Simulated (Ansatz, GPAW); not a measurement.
# Ballistic transport through 1,4-diisocyanobenzene between two Pd chains, from relaxation to T(E)

How well does 1,4-diisocyanobenzene between two Pd chains conduct once its atoms have relaxed, and how much do cheaper levels lose?

Method: Ansatz plane waves; relaxation of the junction with the lead ends held; PAW set soft_1, in the first sound run; inputs show where later runs differ, in GPAW 26.7.0 and Ansatz 0.2.0.

## (1) Starting point

The cell holds 30 atoms: 16 Pd, 8 C, 2 N and 4 H. Cell: a = 10.816 Å, b = 9.000 Å, c = 49.556 Å, α = 90.0°, β = 90.0°, γ = 90.0°. Regions: left lead, 8 atoms (8 Pd); channel, 14 atoms (8 C, 2 N and 4 H); right lead, 8 atoms (8 Pd). Vacuum lies along a and b. The structure is stacked along c, and the current runs across the ab planes.

## (2) Relaxation

Transmission follows bond lengths closely, so the atoms between the held lead ends are relaxed first, from a slightly shaken start that lets symmetry break.

The input, input.yaml:

```yaml
crystal:
  lattice:
    - [10.8160169661, 0.0, 0.0]
    - [0.0, 9.0, 0.0]
    - [0.0, 0.0, 49.5557231111]
  atoms:
    - { symbol: Pd, position: [0.5, 0.5, 0.02522413] }
    - { symbol: Pd, position: [0.5, 0.5, 0.0756723899] }
    - { symbol: Pd, position: [0.5, 0.5, 0.1261206498] }
    - { symbol: Pd, position: [0.5, 0.5, 0.1765689097] }
    - { symbol: Pd, position: [0.5, 0.5, 0.2270171696] }
    - { symbol: Pd, position: [0.5, 0.5, 0.2774654296] }
    - { symbol: Pd, position: [0.5043675259, 0.5024776113, 0.327326539] }
    - { symbol: Pd, position: [0.4994119708, 0.4990442336, 0.3797921085] }
    - { symbol: C, position: [0.4973838271, 0.5045858749, 0.4206112652] }
    - { symbol: "N", position: [0.5028342994, 0.4999905566, 0.4444202284] }
    - { symbol: C, position: [0.501362461, 0.500365125, 0.4725911055] }
    - { symbol: H, position: [0.7004894592, 0.5041101138, 0.4759420839] }
    - { symbol: H, position: [0.3002357767, 0.4993751981, 0.475096526] }
    - { symbol: C, position: [0.6081685675, 0.5010272822, 0.4856068016] }
    - { symbol: C, position: [0.3849519415, 0.4947374035, 0.4857882242] }
    - { symbol: C, position: [0.6141802332, 0.4982383269, 0.5135250493] }
    - { symbol: C, position: [0.3856742646, 0.4994953821, 0.5133743332] }
    - { symbol: H, position: [0.6980381477, 0.4964146455, 0.5250758091] }
    - { symbol: H, position: [0.3053199218, 0.5005518978, 0.5263580288] }
    - { symbol: C, position: [0.4980778267, 0.4962125651, 0.5276312712] }
    - { symbol: "N", position: [0.5002367534, 0.5012468427, 0.5560515643] }
    - { symbol: C, position: [0.4991237659, 0.5029526478, 0.5794092681] }
    - { symbol: Pd, position: [0.5019418214, 0.5014954649, 0.6217904329] }
    - { symbol: Pd, position: [0.5006132627, 0.4975907904, 0.6724138371] }
    - { symbol: Pd, position: [0.5, 0.5, 0.7225345704] }
    - { symbol: Pd, position: [0.5, 0.5, 0.7729828304] }
    - { symbol: Pd, position: [0.5, 0.5, 0.8234310903] }
    - { symbol: Pd, position: [0.5, 0.5, 0.8738793502] }
    - { symbol: Pd, position: [0.5, 0.5, 0.9243276101] }
    - { symbol: Pd, position: [0.5, 0.5, 0.97477587] }
kpoints:
  mp_grid: { grid: [1, 1, 2] }
hamiltonian:
  xc: pbe
  pseudopotentials: { kind: paw, azcp: { folder: soft_1 } }
scf:
  occupations: { method: fermi_dirac, width: 0.1 }
relax:
  f_tol: 0.03
  max_steps: 80
  constraints: [{ sites: [0, 1, 2, 3, 4, 5, 24, 25, 26, 27, 28, 29] }]
```

Started as:

```sh
ansatz run input.yaml --threads 4 --pin off --max-ram 8192MiB --backend cpu --events-out ev --progress --plain --runs-dir out
```

Numbers of over 12 decimals in the logs are rounded to 6 here.

Output:

```text
Engine: ansatz 0.2.0, aarch64-unknown-linux-gnu
Pseudopotentials: kind: paw
Pseudopotential: Pd, paw, valence charge 18, recommended cutoff 420 eV (normal), soft_1/Pd.paw.azcp
Pseudopotential: C, paw, valence charge 4, recommended cutoff 420 eV (normal), soft_1/C.paw.azcp
Pseudopotential: N, paw, valence charge 5, recommended cutoff 420 eV (normal), soft_1/N.paw.azcp
Pseudopotential: H, paw, valence charge 1, recommended cutoff 420 eV (normal), soft_1/H.paw.azcp
Functional definition: PBE
  parameter kappa = 0.804
  parameter beta = 0.066725
  exchange = pbe_x(kappa = kappa, mu = beta*pi^2/3)
  correlation = pbe_c(beta = beta)
Crystal: 30 atoms, lattice volume = 4823.960 Å³
Basis set: ecut = 420 eV, 94103 PW (Γ), exchange–correlation on 150×128×720 points (8 copies of the dense FFT grid, shifted against one another)
Bands: 201, of which v1, the nominal top of the filled ones, is band 167 counted from 1 (166 counted from 0)
Symmetry: 1 space group operations
Space group: P1 (ITA 1), of the structure as read, at distance tolerance 1.7e-4 Å
k-points: 2
Non-local potential: Pd, projectors of the file, l = 0: 2, l = 1: 2, l = 2: 2, l = 3: 1
Non-local potential: C, projectors of the file, l = 0: 2, l = 1: 2, l = 2: 1
Non-local potential: N, projectors of the file, l = 0: 2, l = 1: 2, l = 2: 1
Non-local potential: H, projectors of the file, l = 0: 2, l = 1: 1
PAW form: soft (Blöchl's): semilocal exchange-correlation on the pseudo side does not see the compensation charge
PAW one-centre angular grid: Pd, 590 points (default); XC on 64 Gauss nodes
PAW one-centre angular grid: C, 110 points (default); XC on 64 Gauss nodes
PAW one-centre angular grid: N, 110 points (default); XC on 64 Gauss nodes
PAW one-centre angular grid: H, 110 points (default); XC on 64 Gauss nodes
Initial density: superposition of atomic densities (neutral atoms: chi_scale 0, normalization atom)
Initial wavefunctions: pseudopotential atomic-orbital guess
Functional: x = pbe(κ = 0.804, μ = 0.219515), c = pbe(β = 0.066725)
SCF iter   1: F=—  HF=-114400.778537 eV  |F-HF|=—  |Δ(HF+E_count)|=         —  Δρ=5.71e-2  dr2=5.21e2  ethr=3.10e-3  ⟨swp⟩=13.0  Hψ=2301  notcnv=0
preconditioner: auto → LDOS  [metal: Δε(μ)=0.099 eV  Ē_g=4.456 eV  σ=0.100 eV  W_gap=0.24  n_scr=424 (ndim 8)  ℏωp=7.4 eV  f_vac=0.811  D(μ)=32.62/eV (n_scr^D=108)  β→1.0]
SCF iter   2: F=—  HF=-114378.854491 eV  |F-HF|=—  |Δ(HF+E_count)|=    2.19e1  Δρ=4.29e-2  dr2=1.42e2  ethr=3.10e-3  ⟨swp⟩=6.5  Hψ=1211  notcnv=0  defer=1
SCF iter   3: F=—  HF=-114368.467997 eV  |F-HF|=—  |Δ(HF+E_count)|=    1.04e1  Δρ=1.74e-2  dr2=9.07e1  ethr=3.10e-3  ⟨swp⟩=5.5  Hψ=1104  notcnv=0  defer=26
SCF iter   4: F=—  HF=-114363.718800 eV  |F-HF|=—  |Δ(HF+E_count)|=    4.75e0  Δρ=7.63e-3  dr2=6.93e0  ethr=3.10e-3  ⟨swp⟩=3.5  Hψ=933  notcnv=0  defer=21
SCF iter   5: F=—  HF=-114363.410794 eV  |F-HF|=—  |Δ(HF+E_count)|=   3.08e-1  Δρ=4.05e-3  dr2=2.66e0  ethr=2.08e-3  ⟨swp⟩=2.5  Hψ=585  notcnv=0  defer=25
SCF iter   6: F=—  HF=-114363.450007 eV  |F-HF|=—  |Δ(HF+E_count)|=   3.92e-2  Δρ=2.32e-3  dr2=7.63e-1  ethr=7.95e-4  ⟨swp⟩=3.0  Hψ=715  notcnv=0  defer=21
SCF iter   7: F=—  HF=-114363.405724 eV  |F-HF|=—  |Δ(HF+E_count)|=   4.43e-2  Δρ=1.05e-3  dr2=2.26e-1  ethr=2.28e-4  ⟨swp⟩=2.0  Hψ=623  notcnv=0  defer=21
SCF iter   8: F=—  HF=-114363.388589 eV  |F-HF|=—  |Δ(HF+E_count)|=   1.71e-2  Δρ=5.80e-4  dr2=3.63e-2  ethr=6.77e-5  ⟨swp⟩=3.0  Hψ=625  notcnv=0  defer=21
SCF iter   9: F=—  HF=-114363.387779 eV  |F-HF|=—  |Δ(HF+E_count)|=   8.10e-4  Δρ=3.48e-4  dr2=1.74e-2  ethr=1.09e-5  ⟨swp⟩=2.0  Hψ=520  notcnv=0  defer=21
SCF iter  10: F=—  HF=-114363.386737 eV  |F-HF|=—  |Δ(HF+E_count)|=   1.04e-3  Δρ=2.30e-4  dr2=7.07e-3  ethr=5.21e-6  ⟨swp⟩=2.0  Hψ=425  notcnv=0  defer=21
SCF iter  11: F=—  HF=-114363.386841 eV  |F-HF|=—  |Δ(HF+E_count)|=   1.04e-4  Δρ=1.36e-4  dr2=1.61e-3  ethr=2.12e-6  ⟨swp⟩=2.0  Hψ=421  notcnv=0  defer=21
SCF iter  12: F=—  HF=-114363.386900 eV  |F-HF|=—  |Δ(HF+E_count)|=   5.94e-5  Δρ=8.12e-5  dr2=5.96e-4  ethr=4.82e-7  ⟨swp⟩=2.0  Hψ=443  notcnv=0  defer=21
SCF iter  13: F=—  HF=-114363.386915 eV  |F-HF|=—  |Δ(HF+E_count)|=   1.55e-5  Δρ=4.18e-5  dr2=1.77e-4  ethr=1.78e-7  ⟨swp⟩=1.0  Hψ=375  notcnv=0  defer=21
SCF iter  14: F=—  HF=-114363.386925 eV  |F-HF|=—  |Δ(HF+E_count)|=   9.52e-6  Δρ=2.22e-5  dr2=4.63e-5  ethr=5.31e-8  ⟨swp⟩=2.0  Hψ=444  notcnv=0  defer=21
SCF iter  15: F=-114363.386927 eV  HF=-114363.386935 eV  |F-HF|=7.13e-6  |Δ(HF+E_count)|=   9.60e-6  Δρ=1.33e-5  dr2=1.72e-5  ethr=6.74e-9  ⟨swp⟩=4.0  Hψ=1169  notcnv=0
smearing: bands 166 to 167 share 2.027 electrons (they would hold 2.000 with every lower band full and every higher one empty; bands counted from 0; each is filled to between 0.4901 and 0.5279 of a full level; at each k-point the levels lie within 9.8e-3 eV, against a smearing width of 0.1000 eV). The entropy term TS of this state is 1.5949 eV
SCF 1 converged in 15 iterations: F = -114363.386927 eV  dr2 = 1.72e-5
  greatest PAW one-centre occupation: 1.000 electrons in one spin orbital (limit 2), on the Pd atom at site 6 (counted from 0), in its partial waves of l = 0
relax step   1: F+E_penalty+E_count = -114363.38692747 eV  Δ(F+E_penalty+E_count) = +0.000e0 eV  max|allowed force component| = 4.457e0 eV/Å  Δτ_max = 0.0000 Å  (15 SCF iters, dr2 threshold 2.25e-5 eV, accepted)
Initial density: handed on by an earlier stage of this run
Initial wavefunctions: those handed on with the density
iter 1 solved again at ethr=1.13e-4 eV; its pass at ethr=3.10e-3 eV (dr2=3.77e-1 eV) is discarded
SCF iter   1: F=—  HF=-114363.960463 eV  |F-HF|=—  |Δ(HF+E_count)|=         —  Δρ=2.62e-3  dr2=4.37e-1  ethr=1.13e-4  ⟨swp⟩=2.5  Hψ=1423  notcnv=0  defer=21
preconditioner: auto → LDOS  [metal: Δε(μ)=0.067 eV  Ē_g=5.246 eV  σ=0.100 eV  W_gap=0.16  n_scr=424 (ndim 8)  ℏωp=7.6 eV  f_vac=0.805  D(μ)=50.07/eV (n_scr^D=198)  β→1.0]
SCF iter   2: F=—  HF=-114363.955245 eV  |F-HF|=—  |Δ(HF+E_count)|=   5.22e-3  Δρ=1.69e-3  dr2=2.29e-1  ethr=1.13e-4  ⟨swp⟩=3.0  Hψ=884  notcnv=0  defer=21
SCF iter   3: F=—  HF=-114363.914149 eV  |F-HF|=—  |Δ(HF+E_count)|=   4.11e-2  Δρ=7.38e-4  dr2=5.74e-2  ethr=6.85e-5  ⟨swp⟩=3.0  Hψ=738  notcnv=0  defer=22
SCF iter   4: F=—  HF=-114363.903164 eV  |F-HF|=—  |Δ(HF+E_count)|=   1.10e-2  Δρ=2.21e-4  dr2=4.30e-3  ethr=1.72e-5  ⟨swp⟩=2.0  Hψ=482  notcnv=0  defer=22
SCF iter   5: F=—  HF=-114363.903008 eV  |F-HF|=—  |Δ(HF+E_count)|=   1.55e-4  Δρ=1.21e-4  dr2=1.43e-3  ethr=1.29e-6  ⟨swp⟩=2.0  Hψ=454  notcnv=0  defer=22
[...]
SCF iter   6: F=—  HF=-114364.084335 eV  |F-HF|=—  |Δ(HF+E_count)|=   7.85e-4  Δρ=8.55e-5  dr2=8.27e-4  ethr=5.98e-7  ⟨swp⟩=2.0  Hψ=511  notcnv=0  defer=24
SCF iter   7: F=—  HF=-114364.084434 eV  |F-HF|=—  |Δ(HF+E_count)|=   9.92e-5  Δρ=3.71e-5  dr2=1.38e-4  ethr=2.48e-7  ⟨swp⟩=2.0  Hψ=461  notcnv=0  defer=25
SCF iter   8: F=-114364.084445 eV  HF=-114364.084472 eV  |F-HF|=2.73e-5  |Δ(HF+E_count)|=   3.81e-5  Δρ=2.33e-5  dr2=5.69e-5  ethr=2.99e-8  ⟨swp⟩=3.0  Hψ=1195  notcnv=0
smearing: bands 166 to 167 share 2.055 electrons (they would hold 2.000 with every lower band full and every higher one empty; bands counted from 0; each is filled to between 0.5030 and 0.5340 of a full level; at each k-point the levels lie within 1.2e-2 eV, against a smearing width of 0.1000 eV). The entropy term TS of this state is 1.5998 eV
SCF 3 converged in 8 iterations: F = -114364.084445 eV  dr2 = 5.69e-5
  greatest PAW one-centre occupation: 1.000 electrons in one spin orbital (limit 2), on the Pd atom at site 23 (counted from 0), in its partial waves of l = 0
relax step   3: F+E_penalty+E_count = -114364.08444514 eV  Δ(F+E_penalty+E_count) = -1.812e-1 eV  max|allowed force component| = 4.853e-1 eV/Å  Δτ_max = 0.2000 Å  (8 SCF iters, dr2 threshold 1.00e-4 eV, accepted)
[...]
relax step   4: F+E_penalty+E_count = -114364.12291429 eV  Δ(F+E_penalty+E_count) = -3.847e-2 eV  max|allowed force component| = 2.234e-1 eV/Å  Δτ_max = 0.1967 Å  (10 SCF iters, dr2 threshold 1.79e-5 eV, accepted)
[...]
relax step   5: F+E_penalty+E_count = -114364.14564606 eV  Δ(F+E_penalty+E_count) = -2.273e-2 eV  max|allowed force component| = 1.082e-1 eV/Å  Δτ_max = 0.2000 Å  (12 SCF iters, dr2 threshold 3.80e-6 eV, accepted)
[...]
relax step   6: F+E_penalty+E_count = -114364.15003528 eV  Δ(F+E_penalty+E_count) = -4.389e-3 eV  max|allowed force component| = 2.871e-2 eV/Å  Δτ_max = 0.0423 Å  (9 SCF iters, dr2 threshold 2.48e-6 eV, accepted)
iter 1 solved again at ethr=2.16e-10 eV; its pass at ethr=3.10e-3 eV (dr2=7.22e-7 eV) is discarded
SCF iter   1: F=—  HF=-114364.149975 eV  |F-HF|=—  |Δ(HF+E_count)|=         —  Δρ=2.60e-6  dr2=7.22e-7  ethr=2.16e-10  ⟨swp⟩=1.0  Hψ=944  notcnv=0  defer=25
preconditioner: auto → LDOS  [metal: Δε(μ)=0.046 eV  Ē_g=5.228 eV  σ=0.100 eV  W_gap=0.11  n_scr=424 (ndim 8)  ℏωp=7.6 eV  f_vac=0.805  D(μ)=50.68/eV (n_scr^D=198)  β→1.0]
SCF iter   2: F=—  HF=-114364.150036 eV  |F-HF|=—  |Δ(HF+E_count)|=   6.14e-5  Δρ=2.41e-6  dr2=4.90e-7  ethr=2.16e-10  ⟨swp⟩=3.0  Hψ=601  notcnv=0  defer=25
SCF iter   3: F=—  HF=-114364.150036 eV  |F-HF|=—  |Δ(HF+E_count)|=   4.36e-8  Δρ=1.55e-6  dr2=2.49e-7  ethr=1.47e-10  ⟨swp⟩=2.0  Hψ=496  notcnv=0  defer=25
SCF iter   4: F=-114364.150036 eV  HF=-114364.150036 eV  |F-HF|=6.36e-8  |Δ(HF+E_count)|=   5.91e-9  Δρ=9.47e-7  dr2=8.33e-8  ethr=2.99e-11  ⟨swp⟩=3.0  Hψ=1145  notcnv=0
SCF 7 converged in 4 iterations: F = -114364.150036 eV  dr2 = 8.33e-8
relax step   7: F+E_penalty+E_count = -114364.15003583 eV  Δ(F+E_penalty+E_count) = -5.490e-7 eV  max|allowed force component| = 2.873e-2 eV/Å  Δτ_max = 0.0000 Å  (4 SCF iters, accepted)
SCF converged after 4 iterations
Free energy (F): -114364.150036 eV
Harris-Foulkes:  -114364.150036 eV  (|F-HF|=6.36e-8)
Internal energy: -114362.544192 eV  (E = F + TS)
E sigma→0 (E₀):  -114363.347114 eV
Entropy (-TS):   -1.605844 eV (-53.528 meV/atom)
Fermi energy:    -3.655083 eV
--- Per-component energies (eV) ---
  E_band       = -9178.287365
  E_kinetic    = 8207.558895
  E_local      = -116840.371395  (includes V_loc(G=0)·N_el)
  E_nonlocal   = 6237.327696
  E_hartree    = 51800.172201
  E_xc         = -2687.854095
  E_vxc        = -3377.626269  (∫ρ·V_xc dr)
  E_paw        = -62076.436813  (= ΣΔE_a)
  E_vpaw       = -7005.521154  (= ΣTr[D̂ρ^β])
  E_aug_tail   = 0.001492  (compensation charges beyond the density's cutoff)
  E_ewald      = 997.057826
  E_smearing   = -1.605844  (= −TS)
  E_closure    = 0.000000  (closes the sum)
  Σ components = -114364.150036   (vs F -114364.150036, Δ=0.00e0)
--- Forces (eV/Å), atoms counted from 1 ---
  atom   1  Pd    -0.00041062    -0.00034165    -0.00447054
  atom   2  Pd    -0.00118667    -0.00099854    -0.00352680
  atom   3  Pd    -0.00126932    -0.00100382     0.03139408
  atom   4  Pd    -0.00166930    -0.00164058    -0.00686384
  atom   5  Pd     0.00910185     0.00597076     0.02002017
  atom   6  Pd    -0.00144530    -0.00123337     0.10848866
  atom   7  Pd    -0.00064682     0.00106026     0.00853549
  atom   8  Pd    -0.00098670    -0.00240477    -0.00538248
  atom   9  C      0.00259914    -0.00254090    -0.00700692
  atom  10  N     -0.00290381     0.00122673     0.01065184
  atom  11  C      0.00352901     0.00181209    -0.00498600
  atom  12  H      0.00174103    -0.00017833    -0.00032521
  atom  13  H      0.00016895     0.00006879     0.00777817
  atom  14  C      0.00464890    -0.00010612     0.00980810
  atom  15  C     -0.00956131     0.00104518     0.01042844
  atom  16  C     -0.00048775    -0.00494403    -0.01023252
  atom  17  C      0.00097634    -0.00718147    -0.00372857
  atom  18  H     -0.00230245     0.00007548     0.00521960
  atom  19  H     -0.00066002     0.00045186     0.00517925
  atom  20  C     -0.00232233     0.00562098     0.00079299
  atom  21  N      0.00091694     0.00116361     0.00262578
  atom  22  C      0.00199960     0.01220281     0.01367673
  atom  23  Pd    -0.00004359    -0.00369664    -0.01615120
  atom  24  Pd     0.00134164     0.00175293     0.02873020
  atom  25  Pd    -0.00068796    -0.00416742    -0.17362196
  atom  26  Pd    -0.00194582    -0.00689915     0.00127133
  atom  27  Pd     0.00027648     0.00109628    -0.00570545
  atom  28  Pd     0.00062696     0.00194308    -0.03053293
  atom  29  Pd     0.00047803     0.00147957     0.00300765
  atom  30  Pd     0.00013620     0.00035833     0.00496344
  max |Σ_I F_I| component: 3.75e-5 eV/Å
--- Relaxed structure (7 steps of the walk, 7 accepted, 0 SCFs on fresh bases) ---
  F+E_penalty+E_count = -114364.15003583 eV   max|allowed force component| = 2.873e-2 eV/Å
  atoms:
    - { symbol: Pd, position: [0.500000, 0.5, 0.02522413] }
    - { symbol: Pd, position: [0.500000, 0.5, 0.075672] }
    - { symbol: Pd, position: [0.500000, 0.5, 0.1261206498] }
    - { symbol: Pd, position: [0.500000, 0.5, 0.1765689097] }
    - { symbol: Pd, position: [0.500000, 0.5, 0.2270171696] }
    - { symbol: Pd, position: [0.500000, 0.5, 0.2774654296] }
    - { symbol: Pd, position: [0.532711, 0.528020, 0.328607] }
    - { symbol: Pd, position: [0.477791, 0.477154, 0.380647] }
    - { symbol: C, position: [0.493428, 0.491192, 0.418768] }
    - { symbol: N, position: [0.499398, 0.495743, 0.442785] }
    - { symbol: C, position: [0.500267, 0.497983, 0.470641] }
    - { symbol: H, position: [0.699504, 0.498850, 0.473993] }
    - { symbol: H, position: [0.301198, 0.497724, 0.474339] }
    - { symbol: C, position: [0.612534, 0.499284, 0.485063] }
    - { symbol: C, position: [0.388537, 0.498650, 0.485276] }
    - { symbol: C, position: [0.613083, 0.501051, 0.513157] }
    - { symbol: C, position: [0.389063, 0.500422, 0.513362] }
    - { symbol: H, position: [0.700532, 0.502057, 0.524046] }
    - { symbol: H, position: [0.302053, 0.500919, 0.524417] }
    - { symbol: C, position: [0.501353, 0.501642, 0.527800] }
    - { symbol: N, position: [0.501881, 0.504170, 0.555666] }
    - { symbol: C, position: [0.503381, 0.510677, 0.579707] }
    - { symbol: Pd, position: [0.507964, 0.531829, 0.617924] }
    - { symbol: Pd, position: [0.490333, 0.459698, 0.670736] }
    - { symbol: Pd, position: [0.500000, 0.5, 0.7225345704] }
    - { symbol: Pd, position: [0.500000, 0.5, 0.7729828304] }
    - { symbol: Pd, position: [0.500000, 0.5, 0.823431] }
    - { symbol: Pd, position: [0.500000, 0.5, 0.8738793502] }
    - { symbol: Pd, position: [0.500000, 0.5, 0.924328] }
    - { symbol: Pd, position: [0.500000, 0.5, 0.974776] }
```

Run time: 4.9 min. Hardware: 4 threads of Arm Neoverse V1, shared host; peak memory 5.4 GiB.

Relaxation path:

| step | energy less that of the first step (eV) | largest force component (eV/Å) |
| --- | --- | --- |
| 1 | 0.0000 | 4.4569 |
| 2 | -0.5163 | 1.7581 |
| 3 | -0.6975 | 0.4853 |
| 4 | -0.7360 | 0.2234 |
| 5 | -0.7587 | 0.1082 |
| 6 | -0.7631 | 0.0287 |
| 7 | -0.7631 | 0.0287 |

The atoms that moved most (Å):

| atom | dx | dy | dz | length |
| --- | --- | --- | --- | --- |
| Pd7 | 0.307 | 0.230 | 0.063 | 0.388 |
| Pd24 | -0.111 | -0.341 | -0.083 | 0.368 |
| Pd23 | 0.065 | 0.273 | -0.192 | 0.340 |
| Pd8 | -0.234 | -0.197 | 0.042 | 0.309 |
| C9 | -0.043 | -0.121 | -0.091 | 0.157 |
| H12 | -0.011 | -0.047 | -0.097 | 0.108 |
| H19 | -0.035 | 0.003 | -0.096 | 0.103 |
| C11 | -0.012 | -0.021 | -0.097 | 0.100 |

Numbers from this step:

```yaml
free_energy: -114364.1500 eV
smearing_term_ts: 1.606 eV
symmetry_operations: 1
```

The relaxation lowered the energy of the cell by 0.763 eV.

(Continued in part 2 of 4.)

[Logs are printed without paths, hosts, clocks, repeated set-up lines and the standing remarks that a program may print on its own settings, such as how far it seeks lower states.]

[Hosts, paths, dates, database ids (printed as entryN), source tags and the programs' standing remarks are cut or masked in the printed files.]
